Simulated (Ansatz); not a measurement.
Set up this calculation in Ansatz 0.2.0, as the native input.

* Task: relaxation of cell and atoms
* Functional: PBE
* Potentials or basis: Ansatz PAW
* Cutoff: 420 eV (not typed: the program's choice for these potentials)
* k mesh: 5 × 5 × 5
* Occupations: fermi-dirac, width 0.05 eV
* Spin: no spin polarisation

TiO2:

```
Ti O
1.0
     4.81270    0.00000    0.00000
     0.00000    4.87188    0.00000
    -0.86289    0.00000    4.96659
Ti O
4 8
Direct
  0.27744 0.05281 0.21315
  0.72256 0.55281 0.28685
  0.72256 0.94719 0.78685
  0.27744 0.44719 0.71315
  0.06384 0.17697 0.85156
  0.93616 0.67697 0.64844
  0.93616 0.82303 0.14844
  0.06384 0.32303 0.35156
  0.44536 0.75763 0.46677
  0.55464 0.25763 0.03323
  0.55464 0.24237 0.53323
  0.44536 0.74237 0.96677
```

The cell comes from a database or a generator and needn't be the stable form of this composition.

These files were run (other wordings do the same):

input.yaml

```yaml
crystal:
  lattice:
    - [4.8126997814, 0.0, 0.0]
    - [0.0, 4.87188446, 0.0]
    - [-0.8628854487, 0.0, 4.9665942755]
  atoms:
    - { symbol: Ti, position: [0.27743526, 0.05280836, 0.21314827] }
    - { symbol: Ti, position: [0.72256474, 0.55280836, 0.28685173] }
    - { symbol: Ti, position: [0.72256474, 0.94719164, 0.78685173] }
    - { symbol: Ti, position: [0.27743526, 0.44719164, 0.71314827] }
    - { symbol: O, position: [0.06383822, 0.17696552, 0.85155674] }
    - { symbol: O, position: [0.93616178, 0.67696552, 0.64844326] }
    - { symbol: O, position: [0.93616178, 0.82303448, 0.14844326] }
    - { symbol: O, position: [0.06383822, 0.32303448, 0.35155674] }
    - { symbol: O, position: [0.44536099, 0.75763174, 0.46677186] }
    - { symbol: O, position: [0.55463901, 0.25763174, 0.03322814] }
    - { symbol: O, position: [0.55463901, 0.24236826, 0.53322814] }
    - { symbol: O, position: [0.44536099, 0.74236826, 0.96677186] }
hamiltonian:
  xc: pbe
  pseudopotentials: { kind: paw }
kpoints:
  mp_grid: { grid: [5, 5, 5] }
scf:
  occupations: { method: fermi_dirac, width: 0.05 }
output:
  forces: true
  stress: true
  eigenvalues: true
  write_density: true
  write_potential: true
  elf: true
  volumetric_format: npy
relax:
  f_tol: 0.01
  max_steps: 40
  cell: { stress_tol: 0.05 }
```

Potentials or basis: Ansatz PAW.

Run with:

```bash
$ ansatz run input.yaml --threads 4 --pin off --max-ram 11264MiB --backend cpu --events-out ev --progress --plain --runs-dir out
```

Results of the run:

- Relaxed volume: 9.96 Å³/atom
- Relaxed cell: a = 4.855 Å, b = 4.905 Å, c = 5.104 Å, α = 90.00°, β = 100.26°, γ = 90.00°
- Space group after relaxing (to 0.05 Å): P2_1/c (No. 14)
- Energy gained by relaxing: 3.5 meV/atom
- Ionic steps: 10
- Pressure after relaxing: 0.0 GPa
- Largest force after relaxing: 0.003 eV/Å
- Band gap on the k mesh: 2.37 eV, indirect (least direct gap 2.40 eV)

Caveat: odd divisions of the mesh miss points on the zone boundary, where band edges often lie, so the gap on the mesh can be too wide; the plane-wave basis is chosen anew once the cell has moved, so the energies of steps on either side of that aren't comparable; the pressure holds a Pulay correction of +0.8 GPa for the finite cutoff.

It took 17 s on 4 threads of AMD EPYC 9R45 96-Core Processor (Zen 5) (shared host), peak memory 0.71 GiB.
